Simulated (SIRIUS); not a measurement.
# BaTiO3 under changes of volume

One of the cells (12.856 Å³/atom); the others are scaled copies at fixed shape and fractional positions:

```
Ba Ti O
1.0
     3.99980    0.00000    0.00000
     0.00000    3.99980    0.00000
     0.00000    0.00000    4.01800
Ba Ti O
1 1 3
Cartesian
  0.0000 0.0000 0.0000
  1.9999 1.9999 1.9688
  0.0000 1.9999 2.0773
  1.9999 0.0000 2.0773
  1.9999 1.9999 0.0763
```

| Item | Value |
| --- | --- |
| Program | SIRIUS 7.12.0 |
| Functional | PBEsol |
| Potentials or basis | PseudoDojo 0.4.1 PBEsol standard (scalar relativistic) |
| Cutoff | 1152 eV |
| Density cutoff | 4606 eV |
| k mesh | 7 × 7 × 7 |
| Occupations | fermi-dirac, width 0.05 eV |
| Spin | no spin polarisation |

| volume (Å³/atom) | energy over the lowest point (meV/atom) | pressure (GPa) | gap on the mesh (eV) | largest force (eV/Å) |
| --- | --- | --- | --- | --- |
| 12.085 | 12.39 | 8.1 | 2.01 | 0.131 |
| 12.342 | ? | ? | ? | ? |
| 12.599 | 0.00 | -0.1 | 1.92 | 0.240 |
| 12.856 | 2.90 | -3.5 | 1.88 | 0.366 |
| 13.113 | 11.02 | -6.6 | 1.84 | 0.484 |
| 13.371 | 23.80 | -9.3 | 1.79 | 0.593 |
| 13.628 | 40.74 | -11.8 | 1.75 | 0.696 |

Problem. What does the run at 12.342 Å³/atom give?

Solution. Energy over the lowest point 2.93 meV/atom; pressure 3.8 GPa; gap on the mesh 1.96 eV; largest force 0.105 eV/Å.

Worked out: A Birch-Murnaghan fit of order 3 (a polynomial in V^(-2/3)) to the other rows has its minimum at 12.59 Å³/atom with B0 = V·E''(V) = 178 GPa and B' = 4.5 at fixed shape and positions, which overstates the stiffness. It gives 2.93 meV/atom at 12.342 Å³/atom, against the run's 2.93, and -dE/dV = 3.8 GPa, against 3.8. A straight line through the other rows of the gap, of slope -2.16 eV per unit of ln V, gives 1.97 eV, against the run's 1.96.

Energies are extrapolated to zero smearing.

Caveats: this release of the barium file is off; spin-orbit coupling is left out, which moves the levels of the heavy elements; an odd mesh through Γ misses points on the zone boundary, where band edges often lie.
